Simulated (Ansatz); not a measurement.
**Al2Ru: strain energy, fitted**

Al2Ru, I4/mmm, a = 3.122 Å, c = 8.445 Å. The structure is a Materials Project entry; whether it is the stable form wasn't checked. Ansatz: r2SCAN, PAW, 500 eV, Γ-centred 12×12×4 mesh on 6 atoms, Gaussian smearing 0.10 eV; no spin polarisation. Series: shear of c along a, cell held, atoms relaxed; x is the strain in per cent (engineering shear). y is the free energy over the unstrained cell, V0 = 13.717 Å³/atom. Symmetry makes y even in x.

| x (%) | y (meV/atom) |
| --- | --- |
| 0.0 | 0.00 |
| 1.0 | 0.79 |
| 2.0 | 3.15 |
| 3.0 | 7.07 |
| 4.0 | 12.54 |
| 6.0 | ? |

Problem. Fit y = c2 x² + c4 x⁴ to the other rows, turn c2 into a modulus, and predict the missing energy.

Solution. Least squares on the rows shown. y = 0.78830 x² − 0.00028568 x⁴. In eV per unit strain² c2 is 7.883; this is the shear stiffness (E = ½ C V0 γ²): 2 × 7.883 × 160.2 / (13.717) = 184 GPa. At x = 6.0 the fit asked for gives 28.01 meV/atom. The run gave 28.07 meV/atom, so the fit is 0.06 meV/atom too low, a small miss on the scale of the series. The form still works here, 50 % of the fitted range beyond its end.